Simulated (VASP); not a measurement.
# Zn (P6_3/mmc) in VASP: further runs

One crystal, Zn, is run at these levels: PBE+D3(BJ), PBEsol; tasks: relaxation of cell and atoms, single point.

Everything below comes from runs of VASP 6.6.1. Logs are shortened: lines on timing, memory, paths and dates and some standing lists are left out, and cuts for length are marked.

**1. Starting point**

The structure is hexagonal, space group P6_3/mmc (No. 194). Conventional cell: a = 2.614 Å, b = 2.614 Å, c = 4.873 Å, α = 90.00°, β = 90.00°, γ = 120.00°. Around Zn (site symmetry -6m2) lie 12 Zn at 2.61 to 2.87 Å.

**2. Relaxation of cell and atoms, PBE+D3(BJ)**

INCAR

```
SYSTEM = Zn
  PREC = Accurate
  ENCUT = 600
  EDIFF = 1E-7
  ISMEAR = 0
  SIGMA = 0.1
  LREAL = .False.
  LASPH = .True.
  NELM = 60
  ALGO = Fast
  ISIF = 3
  LWAVE = .False.
  LCHARG = .False.
  GGA = PE
  IVDW = 12
  IBRION = 2
  NSW = 90
  EDIFFG = -0.005
```

KPOINTS

```
Automatic mesh
0
Gamma
  18 18 10
  0 0 0
```

POSCAR

```
Zn
1.0
    2.6143598000      0.0000000000      0.0000000000
   -1.3071799000      2.2641020000      0.0000000000
    0.0000000000      0.0000000000      4.8731610200
Zn
2
Direct
    0.3333333300      0.6666666700      0.2500000000
    0.6666666700      0.3333333300      0.7500000000
```

Potentials or basis: VASP PAW PBE potentials, release 64 (Zn).

The run is started by

```console
> cat potpaw_PBE.64/Zn/POTCAR > POTCAR
> mpirun -np 1 vasp_std > vasp.out
```

OUTCAR:

```text
SYSTEM = Zn
   PREC = Accurate
   ENCUT = 600
   EDIFF = 1E-7
   ISMEAR = 0
   LREAL = .False.
   LASPH = .True.
   NELM = 60
   ISIF = 3
   GGA = PE
   IVDW = 12
   IBRION = 2
   NSW = 90
   EDIFFG = -0.005
 IVDW          = 12

 ion  position               nearest neighbor table
   1  0.333  0.667  0.250-   2 2.87   2 2.87   2 2.87   2 2.87   2 2.87   2 2.87
   2  0.667  0.333  0.750-   1 2.87   1 2.87   1 2.87   1 2.87   1 2.87   1 2.87

  LATTYP: Found a hexagonal cell.
 ALAT       =     2.6143598000
 C/A-ratio  =     1.8639978399

  Lattice vectors:

 A1 = (   2.6143598000,   0.0000000000,   0.0000000000)
 A2 = (  -1.3071799000,   2.2641020000,   0.0000000000)
 A3 = (   0.0000000000,   0.0000000000,   4.8731610200)

Analysis of symmetry for initial positions (statically):
=====================================================================
 Subroutine PRICEL returns:
 Original cell was already a primitive cell.

 Routine SETGRP: Setting up the symmetry group for a
 hexagonal supercell.

 Subroutine GETGRP returns: Found 24 space group operations
 (whereof 12 operations were pure point group operations)
 out of a pool of 24 trial point group operations.

The static configuration has the point symmetry D_3d.
 The point group associated with its full space group is D_6h.

Analysis of symmetry for dynamics (positions and initial velocities):
=====================================================================
 Subroutine PRICEL returns:
 Original cell was already a primitive cell.

 Routine SETGRP: Setting up the symmetry group for a
 hexagonal supercell.

 Subroutine GETGRP returns: Found 24 space group operations
 (whereof 12 operations were pure point group operations)
 out of a pool of 24 trial point group operations.

The dynamic configuration has the point symmetry D_3d.
 The point group associated with its full space group is D_6h.

 Subroutine INISYM returns: Found 24 space group operations
 (whereof 12 operations are pure point group operations),
 and found     1 'primitive' translations

----------------------------------------------------------------------------------------

                                     Primitive cell

  volume of cell :      28.8451

  direct lattice vectors                    reciprocal lattice vectors
     2.614359800  0.000000000  0.000000000     0.382502822  0.220838107  0.000000000
    -1.307179900  2.264102000  0.000000000     0.000000000  0.441676214  0.000000000
     0.000000000  0.000000000  4.873161020     0.000000000  0.000000000  0.205205614

  length of vectors
     2.614359800  2.614359799  4.873161020     0.441676214  0.441676214  0.205205614

  position of ions in fractional coordinates (direct lattice)
     0.333333330  0.666666670  0.250000000
     0.666666670  0.333333330  0.750000000
[... 69 lines left out ...]
   ISTART =      0    job   : 0-new  1-cont  2-samecut
   ICHARG =      2    charge: 1-file 2-atom 10-const
   ISPIN  =      1    spin polarized calculation?
   LNONCOLLINEAR =      F non collinear calculations
   LSORBIT =      F    spin-orbit coupling
   LASPH  =      T    aspherical Exc in radial PAW
   ENCUT  =  600.0 eV  44.10 Ry    6.64 a.u.   5.22  5.22  9.73*2*pi/ulx,y,z
   NELM   =     60;   NELMIN=  2; NELMDL= -5     # of ELM steps
   EDIFF  = 0.1E-06   stopping-criterion for ELM
   LREAL  =      F    real-space projection
   EDIFFG = -.5E-02   stopping-criterion for IOM
   NSW    =     90    number of steps for IOM
   IBRION =      2    ionic relax: 0-MD 1-quasi-New 2-CG
   NFREE  =      1    steps in history (QN), initial steepest desc. (CG)
   ISIF   =      3    stress and relaxation
   ISYM   =      2    0-nonsym 1-usesym 2-fastsym
   POTIM  = 0.5000    time-step for ionic-motion
   TEBEG  =    0.0;   TEEND  =   0.0 temperature during run
   PSTRESS=    0.0 pullay stress
   NELECT =      24.0000    total number of electrons
   NUPDOWN=      -1.0000    fix difference up-down
   EMIN   =  10.00;   EMAX   =-10.00  energy-range for DOS
   EFERMI =   0.00;   METHOD = LEGACY
   ISMEAR =     0;   SIGMA  =   0.10  broadening in eV -4-tet -1-fermi 0-gaus
   EFERMI_NEDOS =   21; number of points for ismear=-14 and -15
   IALGO  =     68    algorithm
   IMIX   =      4    mixing-type and parameters
     AMIX     =   0.40;   BMIX     =  1.00
     AMIX_MAG =   1.60;   BMIX_MAG =  1.00
  volume/ion in A,a.u.               =      14.42        97.33
  Fermi-wavevector in a.u.,A,eV,Ry     =   1.539765  2.909735 32.257744  2.370877
  Thomas-Fermi vector in A             =   2.645947
   LORBIT       =      0    0 simple, 1 ext, 2 COOP (PROOUT), +10 PAW based schemes
   GGA     = PE    functional components
   LHFCALC =     F    Hartree Fock is set to
   AEXX    =    0.0000 exact exchange contribution
   IVDW    =    12    specifies the selected vdW correction
   LEPSILON=     F    determine dielectric tensor
   LRPA    =     F    only Hartree local field effects (RPA)
 conjugate gradient relaxation of ions
 non-spin polarized calculation
 RMM-DIIS sequential band-by-band and
 Gauss-broadening in eV      SIGMA  =   0.10
  energy-cutoff  :      600.00
  volume of cell :       28.85
 maximum number of plane-waves:       980
 NGX is ok and might be reduce to    24
   NGX = 11   NGY = 11   NGZ = 19

--------------------------------------- Ionic step        1  -------------------------------------------

 number of electron      24.0000002 magnetization

 Free energy of the ion-electron system (eV)
  ---------------------------------------------------
  ext. energy  EPLUGINS =         0.00000000
  ---------------------------------------------------
  free energy    TOTEN  =        -2.19598072 eV

  energy without entropy =       -2.19507298  energy(sigma->0) =       -2.19552685

------------------------ aborting loop because EDIFF is reached ----------------------------------------

 Edisp (eV)   -0.84996

 E8    (eV) :    -0.3577
[... 191 lines left out ...]
--------------------------------------- Ionic step        6  -------------------------------------------

 number of electron      24.0000009 magnetization

 Free energy of the ion-electron system (eV)
  ---------------------------------------------------
  ext. energy  EPLUGINS =         0.00000000
  ---------------------------------------------------
  free energy    TOTEN  =        -2.19527361 eV

  energy without entropy =       -2.19429178  energy(sigma->0) =       -2.19478270

 E-fermi :   3.5247     XC(G=0): -11.8359

 val. band max:        3.4763952109   @ k =   0.2778   0.2778   0.3000
 cond. band min:       3.6503287467   @ k =   0.1667   0.0000   0.2000
 fundamental gap:      0.1739335359
 Fermi energy:         3.5246870666

 k-point     1 :       0.0000    0.0000    0.0000
  band No.  band energies     occupation
      1      -7.3383      2.00000
      2      -5.3943      2.00000
      3      -4.6054      2.00000
      4      -4.3329      2.00000
      5      -4.3329      2.00000
      6      -4.2809      2.00000
[... 433 lines left out ...]
      3      -4.8328      2.00000
      4      -4.3445      2.00000
      5      -4.1842      2.00000
      6      -4.1749      2.00000
[... 8 lines left out ...]
     15       9.2225      0.00000
     16      10.5153      0.00000

 [... further k-points ...]

------------------------ aborting loop because EDIFF is reached ----------------------------------------

 Edisp (eV)   -0.85139

 E8    (eV) :    -0.3584
[... 25 lines left out ...]
  FREE ENERGIE OF THE ION-ELECTRON SYSTEM (eV)
  ---------------------------------------------------
  free  energy   TOTEN  =        -3.0466658232 eV

  energy  without entropy=       -3.0456839889  energy(sigma->0) =       -3.04617491

 reached required accuracy - stopping structural energy minimisation
```

OSZICAR:

```text
N       E                     dE             d eps       ncg     rms          rms(c)
DAV:   1     0.102301631738E+03    0.10230E+03   -0.14036E+04  7288   0.265E+03
[... 52 lines left out ...]
DAV:   1    -0.219554709720E+01    0.29578E-03   -0.41386E-03  8832   0.991E-01    0.113E-01
RMM:   2    -0.219532621965E+01    0.22088E-03   -0.66652E-04  7104   0.357E-01    0.491E-02
RMM:   3    -0.219528787360E+01    0.38346E-04   -0.36738E-05  7104   0.809E-02    0.264E-02
RMM:   4    -0.219527368122E+01    0.14192E-04   -0.18006E-05  7104   0.396E-02    0.379E-03
RMM:   5    -0.219527376408E+01   -0.82861E-07   -0.36384E-06  7104   0.288E-02    0.287E-03
RMM:   6    -0.219527362948E+01    0.13460E-06   -0.46931E-07  6204   0.890E-03    0.388E-04
RMM:   7    -0.219527361335E+01    0.16131E-07   -0.47044E-08  4097   0.222E-03
   6 F= -.30466658E+01 E0= -.30461749E+01  d E =-.182431E-03
```

Wall time 7.6 min (1 thread of AMD EPYC 7R43 (Zen 3), shared host); peak memory 0.21 GiB.

What came out:

```yaml
Free_energy: -3.0467 eV
Relaxed_volume: 14.40 Å³/atom
Relaxed_cell: a = 2.604 Å, b = 2.604 Å, c = 4.905 Å, α = 90.00°, β = 90.00°, γ = 120.00°
Space_group_after_relaxing_to_0.05_Å: P6_3/mmc (No. 194)
Energy_gained_by_relaxing: 0.4 meV/atom
Ionic_steps: 6
Pressure_after_relaxing: 0.0 GPa
Band_gap_on_the_k_mesh: none (metal or under the smearing width)
Dispersion_energy_per_atom: -0.426 eV
```

The path:
| step | energy change (eV) | largest force (eV/Å) | pressure (GPa) | volume (Å³) |
| --- | --- | --- | --- | --- |
| 1 | 0.0000 | 0.0000 | -0.37 | 28.85 |
| 2 | -0.0005 | 0.0000 | 0.16 | 28.70 |
| 3 | -0.0005 | 0.0000 | 0.22 | 28.69 |
| 4 | -0.0007 | 0.0000 | 0.17 | 28.75 |
| 5 | -0.0007 | 0.0000 | -0.01 | 28.82 |
| 6 | -0.0007 | 0.0000 | -0.01 | 28.81 |

Final structure:
```
CELL_PARAMETERS angstrom
2.60417 0.00000 0.00000
-1.30209 2.25528 0.00000
0.00000 0.00000 4.90459
ATOMIC_POSITIONS crystal
Zn 0.33333 0.66667 0.25000
Zn 0.66667 0.33333 0.75000
```

Caveat: pairwise dispersion overbinds metals, which lowers pressure and volume.

**3. Relaxation of cell and atoms, PBEsol**

Changes to INCAR since step 2:

```diff
@@ -2,3 +2,3 @@
   PREC = Accurate
-  ENCUT = 600
+  ENCUT = 300
   EDIFF = 1E-7
@@ -13,4 +13,3 @@
   LCHARG = .False.
-  GGA = PE
-  IVDW = 12
+  GGA = PS
   IBRION = 2
```

KPOINTS is that of step 2.

POSCAR is that of step 2.

Potentials or basis: VASP PAW PBE potentials, release 64 (Zn).

The run is started by

```console
> cat potpaw_PBE.64/Zn/POTCAR > POTCAR
> mpirun -np 1 vasp_std > vasp.out
```

Run time: 5.1 min. Hardware: 1 thread of AMD EPYC 7R43 (Zen 3), shared host; peak memory 0.12 GiB.

These settings aren't checked as converged: the numbers below hold their error.

Results:

```yaml
Free_energy: -3.1760 eV
Relaxed_volume: 14.30 Å³/atom
Relaxed_cell: a = 2.592 Å, b = 2.592 Å, c = 4.916 Å, α = 90.00°, β = 90.00°, γ = 120.00°
Space_group_after_relaxing_to_0.05_Å: P6_3/mmc (No. 194)
Energy_gained_by_relaxing: 1.5 meV/atom
Ionic_steps: 16
Band_gap_on_the_k_mesh: none (metal or under the smearing width)
```

Caveat: the cutoff is under 1.25 times the usual one of these potentials, so pressure, stress and relaxed cells hold a basis-set (Pulay) error; the PAW data sets were made with another functional, which shifts forces and pressure a little.

[end of part 1 of 3]
